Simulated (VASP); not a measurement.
HfO2:

```
Hf O
1.0
     5.55640    0.00000    0.00000
     0.00000    3.33360    0.00000
     0.00000    0.00000    6.50500
Hf O
4 8
Direct
  0.74868 0.75000 0.60787
  0.25132 0.25000 0.39213
  0.24868 0.75000 0.89213
  0.75132 0.25000 0.10787
  0.63950 0.25000 0.42340
  0.36050 0.75000 0.57660
  0.13950 0.25000 0.07660
  0.86050 0.75000 0.92340
  0.52079 0.25000 0.84145
  0.47921 0.75000 0.15855
  0.02079 0.25000 0.65855
  0.97921 0.75000 0.34145
```

Measurements of this composition are mostly on another form, of space group No. 14.

Base run:

| Property | Result |
| --- | --- |
| Program | VASP 6.6.1 |
| Functional | PBEsol |
| Potentials or basis | VASP PAW PBE potentials, release 64 (Hf_pv, O) |
| Cutoff | 520 eV |
| k mesh | 4 × 6 × 3 |
| Occupations | fermi-dirac, width 0.05 eV |
| Spin | no spin polarisation |

Its results: band gap on the k mesh 3.30 eV, direct.

The run is repeated on the same cell with these changes: functional from PBEsol to BLYP. What comes out?

Band gap on the k mesh 3.52 eV, direct.

Caveats: spin-orbit coupling is left out, which moves the levels of the heavy elements.
